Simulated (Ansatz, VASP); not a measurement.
## MgZn4O in VASP and in Ansatz

```
Mg Zn O
1.0
     0.00000    3.60592    3.60592
     3.60592    0.00000    3.60592
     3.60592    3.60592    0.00000
Mg Zn O
1 4 1
Direct
  0.75000 0.75000 0.75000
  0.37497 0.37497 0.87508
  0.87508 0.37497 0.37497
  0.37497 0.37497 0.37497
  0.37497 0.87508 0.37497
  0.00000 0.00000 0.00000
```

Change from the starting cell: species swapped into the LuInCo4 type (F-43m, No. 216).

Alike in both runs: functional PBE; k mesh 4 × 4 × 4; occupations gaussian, width 0.2 eV; no spin polarisation.

Ansatz relaxed the structure, and its values are those at the end. VASP's run is a single point on that final structure, the one shown.

|  | VASP | Ansatz |
| --- | --- | --- |
| version | VASP 6.6.1 | Ansatz 0.2.0 |
| potentials or method | VASP PAW PBE potentials, release 64 (Mg, Zn, O) | scalar-relativistic, plane waves, PAW |
| plane-wave cutoff (eV) | 520 | 420 |
| valence electrons in the cell | 56 | 64 |

```csv
,VASP,Ansatz,Ansatz less VASP
gap on the k mesh at the Fermi level (eV),none,none,-
pressure (GPa),0.7,0.5,-0.15
rms of the force components (eV/Å),0.003,0.002,-0.0014
```

A gap of «none» marks a metal or a gap that the smearing closes. The two sets of potentials don't hold the same shells in valence.

Caveats: the k mesh is coarse (spacing up to 0.38 Å⁻¹), so the values aren't converged.
